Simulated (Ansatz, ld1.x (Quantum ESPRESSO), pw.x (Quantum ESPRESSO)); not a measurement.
**From atom to crystal: TM potential for In**

indium, norm-conserving Troullier–Martins (Kleinman–Bylander form), made with ld1.x (Quantum ESPRESSO) 7.5 (PBE, scalar-relativistic). Core [Kr] 4d10, reference 5s2 5p1. Waves: 5s (bound): rc 1.90 bohr; 5p (bound): rc 3.15 bohr; 5d channel at 0.3 Ry: rc 2.90 bohr. Local part: all-electron potential smoothed inside 2.55 bohr (lloc = -2). Core correction: none.

Crystal test: bcc In in pw.x 7.5, no spin, 12³ k-points, Fermi–Dirac smearing 0.01 Ry, cutoffs 50/200 Ry. The reference is all-electron LAPW (Ansatz 0.2.0) with the same functional, mesh and smearing; V0 and B0 come from Birch–Murnaghan fits to the pressures at five volumes. Errors are pseudo minus all-electron; Δ is the rms difference of the E(V) curves that follow from these fits, minima aligned, over ±6 % about the mean V0. Mesh and smearing are coarse, so the numbers serve the comparison and aren't converged zero-temperature values; the lattice is a test structure that the element need not adopt.

| V (Å³/atom) | P all-electron (GPa) | P pseudo (GPa) |
| --- | --- | --- |
| 26.725 | 1.56 | 0.13 |
| 27.429 | 0.54 | -0.83 |
| 28.132 | -0.33 | -1.65 |
| 28.835 | -1.07 | -2.34 |
| 29.539 | -1.70 | -2.93 |

All-electron: a0 = 3.819 Å (V0 = 27.85 Å³/atom), B0 = 33.9 GPa.

Pseudopotential: mean pressure error (GPa): -1.32; a0 (Å): 3.771; a0 error (%): -1.26; B0 error (%): +14.7; Δ (meV/atom): 8.2. This is a poor potential for the solid.

Problem. At the middle volume, how do free energy and pressure move when the wave cutoff is lowered (ecutrho kept at four times it)?

Solution.

```tsv
cutoff (Ry)	shift of F (meV/atom)	shift of P (GPa)
22	+33.5	-0.73
30	+11.6	+0.03
40	+5.8	-0.12
```

The run at the middle volume (72 k-points, 5 iterations) took about 6.8 s on one core of a shared host (Neoverse-V1, 64 threads, 495 GiB, load 47).
